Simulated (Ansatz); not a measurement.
## SiC under strain — electric field gradients

The cell is a refined structure from the COD, relaxed with PBE at fixed cell and then changed (z compressed by 3 %).

```
Si C
1.0
     1.53890   -2.66750    0.00000
     1.53890    2.66750    0.00000
     0.00000    0.00000   14.66824
Si C
6 6
Direct
  0.16666 0.83334 0.85772
  0.83334 0.16666 0.35772
  0.50011 0.49989 0.52451
  0.49989 0.50011 0.02451
  0.83344 0.16656 0.69122
  0.16656 0.83344 0.19122
  0.50018 0.49982 0.64981
  0.49982 0.50018 0.14981
  0.16662 0.83338 0.98268
  0.83338 0.16662 0.48268
  0.83340 0.16660 0.81619
  0.16660 0.83340 0.31619
```

Atom numbers follow the list; atoms alike are taken as one site, whose name carries the number of the first.

All values are calculated (Ansatz; DFT, PBE, plane waves and PAW (field gradients read without the response of the frozen cores, which leaves them typically 4 to 6 % off), scalar-relativistic, 420 eV cutoff, Γ-centred 10×10×2 k-points, Fermi–Dirac smearing 0.02 eV), not measured.

Conventions: |V_zz| ≥ |V_yy| ≥ |V_xx|, η = (V_xx − V_yy)/V_zz, C_Q = eQV_zz/h.

(1) Give the quadrupolar parameters of the distinct sites.

## Answers

(1) 

```csv
site,atoms (order as listed),first shell,V_zz (10²¹ V/m²),η,C_Q (MHz)
Si1,"1, 2",4 C at 1.83–1.88 Å,-0.77,0.01,–
Si3,"3, 4",4 C at 1.84–1.88 Å,-1.08,0.00,–
Si5,"5, 6",4 C at 1.83–1.88 Å,-0.71,0.01,–
C7,"7, 8",4 Si at 1.84–1.88 Å,-0.23,0.06,–
C9,"9, 10",4 Si at 1.83–1.88 Å,-0.41,0.03,–
C11,"11, 12",4 Si at 1.83–1.88 Å,-0.46,0.03,–
```

Si, C have no stable isotope with a ground-state quadrupole moment in the table, so no C_Q is given.

At this changed cell the PBE pressure is 11 GPa. The atoms aren't relaxed in the changed cell (largest force 0.4 eV/Å).

Hardware: 1 thread of Intel Xeon Platinum 8259CL CPU @ 2.50GHz (Skylake/Cascade Lake) (x86_64; 8 cores open to the job, memory cap 3.0 GiB, no GPU), a shared host with a load of 0.4 a core. Wall time 27 s, CPU time 27 s, peak memory 0.54 GiB.
